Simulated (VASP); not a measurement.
# InSb in VASP: relaxing the cell

Aim: the equilibrium cell of InSb in the CsCl-type structure with PBE. This is a trial cell built on a prototype, not taken from a measured structure, and it needn't be the compound's ground state.

Code: VASP 6.6.1. PAW datasets, plane waves, zero pressure. All values are calculated for a non-magnetic cell, which may be hypothetical.

**1. The cell**

It is cubic, Pm-3m (No. 221); conventional cell a = 3.635 Å, 24.01 Å³ an atom. Near In stand 8 Sb at 3.15 Å; near Sb stand 8 In at 3.15 Å.

Coordinates:

```cif
data_structure
_symmetry_space_group_name_H-M 'P 1'
_symmetry_Int_Tables_number 1
_cell_length_a 3.6348
_cell_length_b 3.6348
_cell_length_c 3.6348
_cell_angle_alpha 90.000
_cell_angle_beta 90.000
_cell_angle_gamma 90.000
_cell_volume 48.02
loop_
_atom_site_label
_atom_site_type_symbol
_atom_site_fract_x
_atom_site_fract_y
_atom_site_fract_z
_atom_site_occupancy
In1 In 0.00000 0.00000 0.00000 1
Sb1 Sb 0.50000 0.50000 0.50000 1
```

**2. Relaxing with PBE**

Input file INCAR:

```
ENCUT = 600.000000
SIGMA = 0.020000
EDIFF = 1.00e-07
EDIFFG = -5.00e-03
GGA = PE
PREC = Accurate
IBRION = 2
ISIF = 3
ISMEAR = -1
NBANDS = 16
NELM = 120
NSW = 40
LASPH = .TRUE.
LCHARG = .FALSE.
LWAVE = .FALSE.
LREAL = .FALSE.
```

Input file KPOINTS:

```
KPOINTS created by Atomic Simulation Environment
0
Gamma
6 6 6
0 0 0
```

Input file POSCAR:

```
In Sb
 1.0000000000000000
     3.6348136973999998    0.0000000000000000    0.0000000000000000
     0.0000000000000000    3.6348136973999998    0.0000000000000000
     0.0000000000000000    0.0000000000000000    3.6348136973999998
 In  Sb
   1   1
Cartesian
  0.0000000000000000  0.0000000000000000  0.0000000000000000
  1.8174068486999999  1.8174068486999999  1.8174068486999999
```

Potentials: the recommended PBE PAW datasets, 18 valence electrons in the neutral cell.

Launch:

```
$ mpirun -np 1 vasp_std
```

What does the calculation give? Wanted: for each run, a; volume; space group.

**Answer**, as computed:

| level | a (Å) | volume (Å³/atom) | space group |
| --- | --- | --- | --- |
| PBE | 3.796 | 27.350 | Pm-3m |

The PBE run changed the volume by +13.9 % from its own start of 24.01 Å³/atom.
